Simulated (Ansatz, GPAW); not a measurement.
**One calculation of Sn, 3 ways**

```
Sn
1.0
     0.00000    3.23334    3.23334
     3.23334    0.00000    3.23334
     3.23334    3.23334    0.00000
Sn
2
Direct
  0.75000 0.75000 0.75000
  0.50000 0.50000 0.50000
```

This isn't the form of Sn at room conditions, which is tetragonal (white tin).

Alike in all runs: task single point; functional PBE; k mesh 7 × 7 × 7; occupations gaussian, width 0.022 eV; no spin polarisation; no spin-orbit coupling. Pressure is positive in compression and, in plane waves, holds the error of the finite cutoff, which Ansatz's Pulay term estimates and takes out.

| program and potentials | plane-wave cutoff (eV) | notes | pressure (GPa) |
| --- | --- | --- | --- |
| Ansatz, Ansatz PAW | 420 | Pulay term of +0.03 GPa included | 3.83 |
| GPAW, GPAW PAW data sets (gpaw-data 1.2.1) | 600 | - | 3.53 |
| Ansatz, all-electron LAPW, scalar-relativistic | - | - | 3.83 |

The pressure spans 3.53 (GPAW, GPAW PAW data sets (gpaw-data 1.2.1)) to 3.83 GPa (Ansatz, Ansatz PAW), with all-electron results at 3.83.

Differences between rows come from potentials, basis sets and numerical settings, since the functional is the same but for its coding. Runs on potential files found faulty are left out.
